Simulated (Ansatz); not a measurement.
Single point in Ansatz 0.2.0 with r2SCAN, no spin polarisation. Cutoff 500 eV, PAW datasets, 7×7×6 Γ-centred k mesh, tetrahedron filling.

Computed maps in the lattice plane spanned by b (left to right, 3.92 Å, 12 points from zero) and c (bottom to top, 4.17 Å, 13 points from zero), 90° apart, at height 0.500 along a. The fields are smooth PAW ones with compensation charges, not the true ones near nuclei.

Valence density. Digits on a logarithmic scale: 0 up to 0.03 e/Å³, each further digit a factor of 1.6, 9 from 1.3 e/Å³ up:
```
433457875433
654345554345
986545654568
998669996689
999799999799
998799999789
987699999678
654469996445
333468886433
223579997532
123699999632
223599999532
223579997532
```

ELF. Ten even steps from '0' (0.01) to '9' (0.84):
```
110159995101
652001210025
997200100279
799317971399
279256465297
799164046199
997057375079
762014541026
110134443101
000489998400
001698489610
001698489610
000499999400
```

The cell is TiBiO3. Which atoms lie within 0.2 Å of this plane, and where (fractions of b and c)?

Ti at (0.50, 0.54), O at (0.50, 0.11), O at (0.00, 0.61). The whole cell:
```
Bi Ti O
1.0
     3.91700    0.00000    0.00000
     0.00000    3.91700    0.00000
     0.00000    0.00000    4.16885
Bi Ti O
1 1 3
Direct
  0.00000 0.00000 0.00000
  0.50000 0.50000 0.53820
  0.50000 0.50000 0.11300
  0.50000 0.00000 0.61500
  0.00000 0.50000 0.61500
```

Origin: a known structure type with other elements, at an estimated volume, so it need not be a known compound. Caveats: empty levels are not fully converged; many states at the Fermi level without spin polarisation, so a magnetic state may lie lower.
